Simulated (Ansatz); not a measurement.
Relaxation of a periodic cell of 25 atoms, Si$_{8}$HO$_{16}$ (host SiO2, host structure P1, interstitial H), to a largest force component of 0.03 eV/Å in at most 60 steps.

Computed with DFT PBE-D3(BJ), scalar-relativistic, plane waves, PAW in Ansatz. Settings: PAW set soft_1, cutoff 420 eV, k mesh 2x2x2, gaussian smearing 0.02 eV, spin collinear.

```xyz
25
Lattice="-0.2579 5.2563 5.8652 5.1449 -0.0755 5.8652 4.9011 5.3318 0.0000" Properties=species:S:1:pos:R:3:forces:R:3
Si 1.043 1.253 0.586 -0.13 -0.36 0.57
Si 4.255 2.571 4.945 -0.10 -0.04 -0.56
Si 7.419 3.865 6.453 0.19 0.28 0.65
Si 1.679 2.586 3.164 -0.03 -0.03 0.06
O 6.645 5.168 5.880 0.13 0.01 0.41
O 2.983 2.121 4.026 1.05 -0.18 -1.63
O 6.590 7.835 5.819 0.19 -0.17 2.70
O 1.174 1.364 2.206 0.00 -0.37 -0.12
O 2.144 3.825 2.208 0.06 0.46 0.03
O 3.546 9.138 5.920 0.58 0.47 -0.14
O 4.414 6.648 5.916 -0.67 -0.34 0.13
O 5.315 8.367 4.089 -1.23 0.42 -1.80
Si 5.937 6.509 6.451 -0.13 -0.30 0.57
Si 4.004 7.903 4.945 0.00 -0.05 -0.65
Si 2.268 3.865 6.453 0.14 0.31 0.61
Si 6.573 7.842 9.030 0.07 -0.05 -0.01
O 1.493 5.168 5.880 0.04 0.05 0.30
O 7.877 7.377 9.891 0.99 -0.16 -1.64
O 6.841 2.504 5.819 0.18 -0.15 2.68
O 6.068 6.620 8.071 -0.09 -0.46 0.06
O 7.038 9.081 8.073 0.05 0.46 0.04
O 3.797 3.806 5.920 0.59 0.45 -0.12
O 4.665 1.316 5.916 -0.57 -0.44 -0.15
O 5.566 3.036 4.089 -1.20 0.24 -1.79
H 5.155 5.433 4.022 -0.13 -0.05 -0.22
```

Question: Where does it end, and by what steps?

Answer: It converged. Limits of this set-up: a small cell, in which the defect meets its images. After 8 steps the energy has fallen by 1.536 eV; H25 moved furthest, 1.26 Å.

```json
{"step": "0", "energy less start (eV)": "0.0000", "largest force component (eV/Å)": "2.702", "accepted": "yes"}
{"step": "1", "energy less start (eV)": "-0.9509", "largest force component (eV/Å)": "1.325", "accepted": "yes"}
{"step": "2", "energy less start (eV)": "-1.3912", "largest force component (eV/Å)": "0.343", "accepted": "yes"}
{"step": "3", "energy less start (eV)": "-1.4726", "largest force component (eV/Å)": "0.153", "accepted": "yes"}
{"step": "4", "energy less start (eV)": "-1.5025", "largest force component (eV/Å)": "0.089", "accepted": "yes"}
{"step": "5", "energy less start (eV)": "-1.5190", "largest force component (eV/Å)": "0.090", "accepted": "yes"}
{"step": "6", "energy less start (eV)": "-1.5330", "largest force component (eV/Å)": "0.034", "accepted": "yes"}
{"step": "7", "energy less start (eV)": "-1.5356", "largest force component (eV/Å)": "0.047", "accepted": "yes"}
{"step": "8", "energy less start (eV)": "-1.5359", "largest force component (eV/Å)": "0.024", "accepted": "yes"}
```

```xyz
25
Lattice="-0.2579 5.2563 5.8652 5.1449 -0.0755 5.8652 4.9011 5.3318 0.0000" Properties=species:S:1:pos:R:3
Si 1.027 1.230 0.679
Si 4.288 2.573 4.885
Si 7.531 3.903 6.557
Si 1.709 2.597 3.168
O 6.695 5.178 6.012
O 3.065 2.082 3.918
O 6.652 7.837 6.057
O 1.126 1.324 2.301
O 2.255 3.891 2.309
O 3.610 9.171 5.867
O 4.443 6.630 5.850
O 5.285 8.435 3.972
Si 5.914 6.488 6.551
Si 4.035 7.908 4.883
Si 2.387 3.901 6.566
Si 6.604 7.852 9.034
O 1.558 5.177 6.014
O 7.959 7.336 9.781
O 6.903 2.505 6.048
O 6.006 6.577 8.173
O 7.163 9.151 8.184
O 3.871 3.828 5.881
O 4.702 1.288 5.840
O 5.538 3.100 3.975
H 4.168 5.240 3.267
```

The run took 2.1 min on 2 threads of Arm Neoverse V2, with other jobs on the host, peak memory 0.88 GiB.
